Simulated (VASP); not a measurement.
# KCl (Sylvite) (Fm-3m) in VASP: a series of runs, part 2 of 2

VASP 6.6.1. Earlier steps stand in the parts before.

## (3) Single point, PBE (supercell [5, 5, 4], atoms moved at random, drawn with an rms of 0.05 Å)

INCAR reads:

```
ALGO = Normal
EDIFF = 1E-5
ENCUT = 450
GGA = PE
ISIF = 2
ISMEAR = 0
LASPH = T
LCHARG = F
LREAL = Auto
LUSENCCL = F
LWAVE = F
NBANDS = 906
NELM = 80
NSIM = 16
PREC = Accurate
SIGMA = 0.05
```

KPOINTS reads:

```
k-points
0
Gamma
  1 1 1
```

POSCAR reads:

```
KCl
1.0
    0.0000000000     15.7323500000     15.7323500000
   15.7323500000      0.0000000000     15.7323500000
   12.5858800000     12.5858800000      0.0000000000
K Cl
100 100
Direct
    0.0007690000     -0.0001390000      0.0009970000
    0.0025310000     -0.0016800000      0.2489940000
    0.0014140000     -0.0007180000      0.4996180000
    0.0002680000      0.0007750000      0.7497330000
    0.0000870000      0.1989930000     -0.0004970000
   -0.0008120000      0.2002540000      0.2511100000
[... 192 lines left out ...]
    0.9004510000      0.8985060000      0.6233340000
    0.8976490000      0.8993370000      0.8788320000
```

Potentials or basis: VASP PAW PBE potentials, release 64 (K_sv, Cl).

Command:

```sh
> cat potpaw_PBE.64/K_sv/POTCAR potpaw_PBE.64/Cl/POTCAR > POTCAR
> mpirun -np 1 vasp_gam > vasp.out
```

Wall time 7.7 min (1 × NVIDIA H100 80GB with 1 thread of AMD EPYC 7R13 (Zen 3), shared host); peak memory 6.1 GiB.

Results (log left out):

* Free energy: -679.8951 eV
* Pressure: 0.8 GPa
* Largest force: 0.247 eV/Å
* Band gap on the k mesh: 5.14 eV

Levels at points of the mesh, in eV from the valence-band top:
| k point | band 797 | band 798 | band 799 | band 800 | band 801 | band 802 | band 803 | band 804 |
| --- | --- | --- | --- | --- | --- | --- | --- | --- |
| (0.00, 0.00, 0.00) | -0.07 | -0.02 | -0.01 | 0.00 | 5.14 | 5.97 | 6.00 | 6.03 |

Caveat: the k mesh is coarse (spacing up to 0.43 Å⁻¹), so the values aren't converged; an odd mesh through Γ misses points on the zone boundary, where band edges often lie.

## (4) Single point, PBEsol

This run uses another cell than the first one: it holds 2 atoms, not 72.

INCAR reads:

```
  PREC = Accurate
  ENCUT = 500
  EDIFF = 1E-6
  ISMEAR = 0
  SIGMA = 0.1
  LREAL = False
  LASPH = True
  NELM = 100
  ALGO = Normal
  ISIF = 2
  LWAVE = False
  LCHARG = False
  GGA = PS
  NBANDS = 14
```

KPOINTS reads:

```
regular mesh
0
Gamma
  7 7 7
```

POSCAR reads:

```
KCl
1.0
    0.0000000000      3.1464700000      3.1464700000
    3.1464700000      0.0000000000      3.1464700000
    3.1464700000      3.1464700000      0.0000000000
K Cl
1 1
Cartesian
    0.0000000000      0.0000000000      0.0000000000
    3.1464700000      3.1464700000      3.1464700000
```

Potentials or basis: VASP PAW PBE potentials, release 64 (K_pv, Cl).

Command:

```sh
> cat potpaw_PBE.64/K_pv/POTCAR potpaw_PBE.64/Cl/POTCAR > POTCAR
> mpirun -np 1 vasp_std > vasp.out
```

Run time: 11 s. Hardware: 1 thread of Intel Xeon Platinum 8488C (Sapphire Rapids), shared host; peak memory 0.18 GiB.

The run converged. Its results:

| Property | Result |
| --- | --- |
| Free energy | -6.9690 eV |
| Pressure | 0.0 GPa |
| Band gap on the k mesh | 5.01 eV, direct |

Levels at points of the mesh, in eV from the valence-band top:
```
           k point  band 3  band 4  band 5  band 6  band 7  band 8  band 9  band 10  band 11  band 12
(0.00, 0.00, 0.00)  -10.55  -10.55    0.00    0.00    0.00    5.01    8.30     8.30     8.30     9.21
```

Caveat: the PAW data sets were made with another functional, which shifts forces and pressure a little; an odd mesh through Γ misses points on the zone boundary, where band edges often lie.

## (5) Single point, PBEsol

run.py reads:

```python
from ase.calculators.vasp import Vasp
from ase.dft.bandgap import bandgap
from ase.spacegroup import crystal

atoms = crystal(
    ['K', 'Cl'],
    basis=[[0.0, 0.0, 0.0], [0.5, 0.0, 0.0]],
    spacegroup=225,
    setting=1,
    cellpar=[6.29294, 6.29294, 6.29294, 90.0, 90.0, 90.0],
    primitive_cell=True,
)
calc = Vasp(
    directory='calc',
    xc='pbesol',
    pp='PBE',
    setups='minimal',
    prec='Accurate',
    encut=500,
    ediff=1e-07,
    ismear=0,
    sigma=0.1,
    lreal=False,
    lasph=True,
    nelm=100,
    algo='Normal',
    isif=2,
    lwave=False,
    lcharg=True,
    lelf=True,
    lvhar=True,
    kpts=[7, 7, 7],
    gamma=True,
)
atoms.calc = calc

print('energy (eV):', atoms.get_potential_energy())
print('free energy (eV):', atoms.get_potential_energy(force_consistent=True))
print('forces (eV/A):')
print(atoms.get_forces())
print('stress (eV/A^3, Voigt):', atoms.get_stress())
print('Fermi level (eV):', calc.get_fermi_level())
gap, top, bottom = bandgap(calc)
print('band gap (eV):', gap, 'from (spin, k, band)', top, 'to', bottom)
```

Command:

```sh
> python run.py
```

Wall time 15 s (1 thread of Intel Xeon Platinum 8488C (Sapphire Rapids), shared host); peak memory 0.18 GiB.

It converged, with:

| Quantity | Value |
| --- | --- |
| Free energy | -6.9690 eV |
| Pressure | 0.0 GPa |
| Band gap on the k mesh | 5.01 eV, direct |

Levels at points of the mesh, in eV from the valence-band top:
| k point | band 3 | band 4 | band 5 | band 6 | band 7 | band 8 | band 9 | band 10 | band 11 |
| --- | --- | --- | --- | --- | --- | --- | --- | --- | --- |
| (0.00, 0.00, 0.00) | -10.55 | -10.55 | 0.00 | 0.00 | 0.00 | 5.01 | 8.30 | 8.30 | 8.30 |

Caveat: the PAW data sets were made with another functional, which shifts forces and pressure a little; an odd mesh through Γ misses points on the zone boundary, where band edges often lie.

## (6) For comparison

An earlier run on the cell as given: functional PBEsol; potentials or basis VASP PAW PBE potentials, release 64 (K_sv, Cl); cutoff 520 eV; k mesh 7 × 7 × 7; occupations fermi-dirac, width 0.05 eV; no spin polarisation.

- Pressure: -0.4 GPa
- Band gap on the k mesh: 5.02 eV, direct

## (7) The runs side by side

```tsv
level	potentials or basis	cell	k mesh	cutoff (eV)	smearing	cell repeated	ladder	mesh quality	gap on the mesh (eV)	pressure (GPa)	largest force (eV/Å)
PBE	VASP PAW PBE potentials, release 64 (K_sv, Cl)	supercell [3, 3, 4], atoms moved at random, drawn with an rms of 0.05 Å	2 × 2 × 2	520	gaussian 0.05 eV	3 × 3 × 4	-	not flagged	5.16	0.8	0.22
PBE	VASP PAW PBE potentials, release 64 (K_sv, Cl)	supercell [5, 5, 4], atoms moved at random, drawn with an rms of 0.05 Å	1 × 1 × 1	450	gaussian 0.05 eV	5 × 5 × 4	-	coarse	5.14	0.8	0.25
PBEsol	VASP PAW PBE potentials, release 64 (K_pv, Cl)	as given	7 × 7 × 7	500	gaussian 0.1 eV	-	-	not flagged	5.01	0.0	-
PBEsol	VASP PAW PBE potentials, release 64 (K_sv, Cl)	as given	7 × 7 × 7	520	fermi-dirac 0.05 eV	-	free	not flagged	5.02	-0.4	-
```

Alike in all rows: task single point; no spin polarisation.

Caveats: some runs use coarse meshes; an odd mesh through Γ misses points on the zone boundary, where band edges often lie (some runs); the PAW data sets were made with another functional, which shifts forces and pressure a little (some runs).

Total energies depend on the potentials used, so only differences within one code and one set of settings carry meaning.

## (8) How close it comes

Step 4. The gap isn't set beside the deposited one, since this odd mesh misses points on the zone boundary.

Step 5. The gap isn't set beside the deposited one, since this odd mesh misses points on the zone boundary.
